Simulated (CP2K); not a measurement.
The system is Nb.

```
Nb
1.0
     2.88205    0.00000    0.00000
    -0.96068    2.71722    0.00000
    -0.96068   -1.35861    2.35318
Nb
1
Direct
  0.00000 0.00000 0.00000
```

Base run:

| Item | Value |
| --- | --- |
| Program | CP2K 2026.2 |
| Functional | PBEsol |
| Potentials or basis | POTENTIAL_UZH Nb GTH-PBE-q13; TZVP-MOLOPT-PBE-GTH basis |
| Density cutoff | 9184 eV |
| k mesh | 11 × 11 × 11 |
| Occupations | fermi-dirac, width 0.05 eV |
| Spin | no spin polarisation |

Its results: band gap on the k mesh none (metal or under the smearing width); pressure -6.4 GPa.

The run is repeated on the same cell with these changes: functional from PBEsol to PW91. What comes out?

Band gap on the k mesh none (metal or under the smearing width); pressure -1.2 GPa.

PW91 binds less tightly than PBEsol, so the same cell stands under more pressure.

Caveats: the potentials were made for another functional, which shifts forces and pressure; the basis of atomic orbitals isn't converged, which shifts pressures, moduli and gaps.
